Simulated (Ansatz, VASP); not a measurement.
# C in VASP and in Ansatz

```
C
1.0
     2.10039    0.00000    0.00000
    -1.05019    1.81899    0.00000
     0.00000    0.00000    3.40263
C
2
Direct
  0.29333 0.64667 0.22000
  0.70667 0.35333 0.78000
```

Change from the starting cell: shortest bond scaled by 0.88, LAPW.

Alike in both runs: task single point; functional PBE; k mesh 16 × 16 × 9; occupations fermi-dirac, width 0.05 eV; no spin polarisation.

```csv
,VASP,Ansatz
version,VASP 6.6.1,Ansatz 0.2.0
potentials or method,"VASP PAW PBE potentials, release 64 (C), cutoff 520 eV","all-electron LAPW, scalar-relativistic"
```

VASP gave:

```
pressure (GPa)                                  : 13.7
largest component of the traceless stress (GPa) : 9.92
rms of the force components (eV/Å)              : 0.956
```

Question: What did Ansatz give for the same quantities?

Answer: Pressure (GPa): 13.6; largest component of the traceless stress (GPa): 9.94; rms of the force components (eV/Å): 0.963.

Atom by atom the forces differ by 0.010 eV/Å (rms over components). Ansatz ran all-electron here, so the differences hold the error of VASP's frozen core and of both bases.

Caveats: forces of over 1 eV/Å show positions far from the minimum, so gaps and moduli don't describe the material at rest.
